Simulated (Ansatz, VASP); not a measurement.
**Two plane-wave programs on Nb**

File INCAR:

```
SYSTEM = Nb
PREC = Accurate
ENCUT = 520
EDIFF = 1E-7
ISMEAR = -1
SIGMA = 0.05
LREAL = .FALSE.
LASPH = .TRUE.
NELM = 150
ALGO = Normal
ISIF = 2
LWAVE = .FALSE.
LCHARG = .FALSE.
ISPIN = 2
MAGMOM = 1
LORBIT = 11
LMAXMIX = 4
GGA = PE
NBANDS = 16
```

File KPOINTS:

```
Automatic mesh
0
G
  21 21 21
  0 0 0
```

File POSCAR:

```
Nb
1.0
    0.0000000000      2.1101716179      2.1101716179
    2.1101716179      0.0000000000      2.1101716179
    2.1101716179      2.1101716179      0.0000000000
Nb
1
Direct
    0.0000000000      0.0000000000      0.0000000000
```

Input for Ansatz:

```yaml
crystal:
  lattice:
    - [0.0, 2.1101716159, 2.1101716159]
    - [2.1101716159, 0.0, 2.1101716159]
    - [2.1101716159, 2.1101716159, 0.0]
  atoms:
    - { symbol: Nb, position: [0.0, 0.0, 0.0], spin: 1.0 }
hamiltonian:
  xc: pbe
  pseudopotentials:
    kind: paw
    azcp:
      Nb: "pseudopotentials/Nb.paw.azcp"
basis:
  ecutwfc: 420
  fft_grid_basis: typed
kpoints:
  mp_grid: { grid: [21, 21, 21], shift: [0, 0, 0] }
magnetization:
  spin_polarized: true
scf:
  occupations: { method: fermi_dirac, width: 0.05 }
```

This isn't the form of Nb at room conditions, which is bcc.

Alike in both runs: task single point; functional PBE; k mesh 21 × 21 × 21; occupations fermi-dirac, width 0.05 eV; collinear spin.

|  | VASP | Ansatz |
| --- | --- | --- |
| version | VASP 6.6.1 | Ansatz 0.2.0 |
| potentials or method | VASP PAW PBE potentials, release 64 (Nb_sv) | plane waves (420 eV) with PAW, scalar-relativistic |
| plane-wave cutoff (eV) | 520 | 420 |
| valence electrons in the cell | 13 | 13 |

```tsv
	VASP	Ansatz	Ansatz less VASP
net moment per atom (μB)	0.00	0.00	0.000
```

Ansatz warned: «seeded_moment_not_kept».
